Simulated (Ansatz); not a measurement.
## Al under changes of volume

One of the cells (16.669 Å³/atom); the others are scaled copies at fixed shape and fractional positions:

```xyz
2
Lattice="2.8125 0.0000 0.0000 -1.4062 2.4357 0.0000 0.0000 0.0000 4.8669" Properties=species:S:1:pos:R:3 pbc="T T T"
Al    0.0000    1.6238    1.2167
Al    1.4062    0.8119    3.6501
```

This isn't the form of Al at room conditions, which is fcc.

| Property | Result |
| --- | --- |
| Program | Ansatz 0.2.0 |
| Functional | HSE06 |
| Potentials or basis | Ansatz PAW |
| Cutoff | 420 eV (not typed: the program's choice for these potentials) |
| k mesh | 6 × 6 × 4 |
| Occupations | fermi-dirac, width 0.05 eV |
| Spin | no spin polarisation |

```csv
volume (Å³/atom),energy over the lowest point (meV/atom),pressure (GPa)
15.669,15.62,5.3
16.003,6.75,3.3
16.336,?,?
16.669,0.00,0.0
17.003,1.43,-1.5
17.336,5.72,-2.8
17.670,12.66,-3.9
```

Problem. What does the run at 16.336 Å³/atom give?

Solution. Energy over the lowest point 1.71 meV/atom; pressure 1.6 GPa.

Worked out: A Birch-Murnaghan fit of order 3 (a polynomial in V^(-2/3)) to the other rows has its minimum at 16.68 Å³/atom with B0 = V·E''(V) = 75 GPa and B' = 3.5 at fixed shape and positions, which overstates the stiffness. It gives 1.67 meV/atom at 16.336 Å³/atom, against the run's 1.71, and -dE/dV = 1.6 GPa, against 1.6.

Energies are extrapolated to zero smearing.

Caveats: all runs use coarse meshes; the PAW data sets come from PBE, with cores solved anew for the run's functional, which leaves a small shift of forces and pressure; the thresholds are loose for stress.
